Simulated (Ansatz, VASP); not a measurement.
# Two plane-wave programs on PbSe

```
Pb Se
1.0
     2.20612   -6.34226    0.00000
     2.20612    6.34226    0.00000
     0.00000    0.00000    4.51347
Pb Se
2 2
Cartesian
  2.2061 -1.7133 3.3851
  2.2061 1.7133 1.1284
  2.2061 -4.5700 3.3851
  2.2061 4.5700 1.1284
```

Alike in both runs: task single point; functional PBE; k mesh 8 × 8 × 6; occupations gaussian, width 0.02 eV; no spin polarisation.

```csv
,VASP,Ansatz
version,VASP 6.6.1,Ansatz 0.2.0
potentials or method,"VASP PAW PBE potentials, release 64 (Pb_d, Se)","scalar-relativistic, plane waves, PAW"
plane-wave cutoff (eV),520,420
valence electrons in the cell,40,60
```

|  | VASP | Ansatz | Ansatz less VASP |
| --- | --- | --- | --- |
| gap on the k mesh at the Fermi level (eV) | 1.19 | 1.19 | +0.002 |
| least direct gap on the mesh (eV) | 1.29 | 1.29 | -0.001 |
| pressure (GPa) | -1.4 | -1.4 | 0.00 |
| largest component of the traceless stress (GPa) | 0.30 | 0.28 | -0.023 |
| rms of the force components (eV/Å) | 0.053 | 0.057 | +0.0033 |

Atom by atom the forces differ by 0.004 eV/Å (rms over components). The two sets of potentials don't hold the same shells in valence.

Caveats: spin-orbit coupling is left out, which as a rule narrows the gap of such compounds by several tenths of an eV. A k mesh can miss the band edges.
